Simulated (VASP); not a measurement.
Here is a VASP 6.6.1 calculation.

run.py

```python
from ase import Atoms
from ase.calculators.vasp import Vasp
from ase.dft.bandgap import bandgap

atoms = Atoms(
    ['Mn'],
    cell=[[-1.5405, 1.5405, 1.5405], [1.5405, -1.5405, 1.5405], [1.5405, 1.5405, -1.5405]],
    scaled_positions=[[0.0, 0.0, 0.0]],
    pbc=True,
)
atoms.set_initial_magnetic_moments([4.0])
calc = Vasp(
    directory='calc',
    xc='pbe',
    pp='PBE',
    setups={'base': 'minimal', 'Mn': '_GW'},
    prec='Accurate',
    encut=550,
    ediff=1e-06,
    ismear=0,
    sigma=0.1,
    lreal=False,
    lasph=True,
    nelm=100,
    algo='Fast',
    isif=2,
    lwave=False,
    lcharg=False,
    ispin=2,
    lorbit=11,
    lmaxmix=4,
    kpts=[12, 12, 12],
    gamma=True,
    nbands=14,
)
atoms.calc = calc

print('energy (eV):', atoms.get_potential_energy())
print('free energy (eV):', atoms.get_potential_energy(force_consistent=True))
print('forces (eV/A):')
print(atoms.get_forces())
print('stress (eV/A^3, Voigt):', atoms.get_stress())
print('Fermi level (eV):', calc.get_fermi_level())
print('moment (muB):', atoms.get_magnetic_moment())
print('site moments (muB):', atoms.get_magnetic_moments())
gap, top, bottom = bandgap(calc)
print('band gap (eV):', gap, 'from (spin, k, band)', top, 'to', bottom)
```

Potentials or basis: VASP PAW PBE potentials, release 64 (Mn_GW).

The run is started by

```bash
$ python run.py
```

(1) What does it give for the net moment?

(2) Predict the band gap on the k mesh.

Answers

(1) 1.48 μB per cell.

(2) none (metal or under the smearing width).
